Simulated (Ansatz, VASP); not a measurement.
## Two plane-wave programs on Mg2Ge

```
Mg Ge
1.0
     0.00000    3.21096    3.21096
     3.21096    0.00000    3.21096
     3.21096    3.21096    0.00000
Mg Ge
2 1
Cartesian
  1.6055 1.6055 1.6055
  4.8164 4.8164 4.8164
  0.0000 0.0000 0.0000
```

Alike in both runs: task single point; functional PBE; k mesh 10 × 10 × 10; occupations gaussian, width 0.03 eV; no spin polarisation.

```csv
,VASP,Ansatz
version,VASP 6.6.1,Ansatz 0.2.0
potentials or method,"VASP PAW PBE potentials, release 64 (Mg, Ge_d)","scalar-relativistic, plane waves, PAW"
plane-wave cutoff (eV),520,420
valence electrons in the cell,18,34
```

Ansatz gave:

- gap on the k mesh at the Fermi level (eV): 0.17
- least direct gap on the mesh (eV): 0.95
- pressure (GPa): 0.0

What did VASP give for the same quantities?

gap on the k mesh at the Fermi level (eV): 0.16; least direct gap on the mesh (eV): 0.94; pressure (GPa): -0.2.

The two sets of potentials don't hold the same shells in valence.

A k mesh can miss the band edges.
